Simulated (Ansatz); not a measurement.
Input of an Ansatz 0.2.0 run:

input.yaml

```yaml
crystal:
  lattice:
    - [1.5188209023, 0.8768916568, 2.5195772846]
    - [-1.5188209023, 0.8768916568, 2.5195772846]
    - [0.0, -1.7537833136, 2.5195772846]
  atoms:
    - { symbol: Fe, position: [0.0, 0.0, 0.0], spin: 3.0 }
    - { symbol: O, position: [0.5, 0.5, 0.5] }
hamiltonian:
  xc: pbe
  pseudopotentials: { kind: paw }
magnetization:
  spin_polarized: true
kpoints:
  mp_grid: { grid: [9, 9, 9] }
  band_path:
    path:
      - [[0.0, 0.0, 0.0], [0.5, 0.0, 0.0], [0.5, 0.2474171719, -0.2474171719]]
      - [[0.7525828281, 0.5, 0.2474171719], [0.5, 0.5, 0.5], [0.0, 0.0, 0.0], [0.373708586, 0.0, -0.373708586]]
      - [[0.626291414, 0.373708586, 0.0], [0.5, 0.5, 0.0], [0.626291414, 0.626291414, 0.2474171719], [0.5, 0.5, 0.5]]
      - [[0.5, 0.0, 0.0], [0.7525828281, 0.373708586, 0.373708586]]
    npoints: 14
scf:
  occupations: { method: fermi_dirac, width: 0.05 }
  n_extra_bands: 6
output:
  forces: true
  stress: true
  eigenvalues: true
  fatbands: false
```

Potentials or basis: Ansatz PAW.

Launch:

```sh
$ ansatz run input.yaml --threads 2 --pin off --max-ram 5632MiB --backend cpu --events-out ev --progress --plain --runs-dir out
```

(1) Estimate the band gap on the k mesh.

(2) Estimate the net moment.

(3) Predict the absolute moment.

(4) Predict the pressure.

Answers

(1) none (metal or under the smearing width).

(2) 4.00 μB per cell.

(3) 4.01 μB per cell.

(4) -1.2 GPa.

Caveat: the pressure holds a Pulay correction of +0.6 GPa for the finite cutoff; a cell with one magnetic atom can't hold antiferromagnetic order, which such compounds often take; semilocal functionals often make such compounds metallic where correlation or magnetic order opens a gap, which also shifts bond lengths.
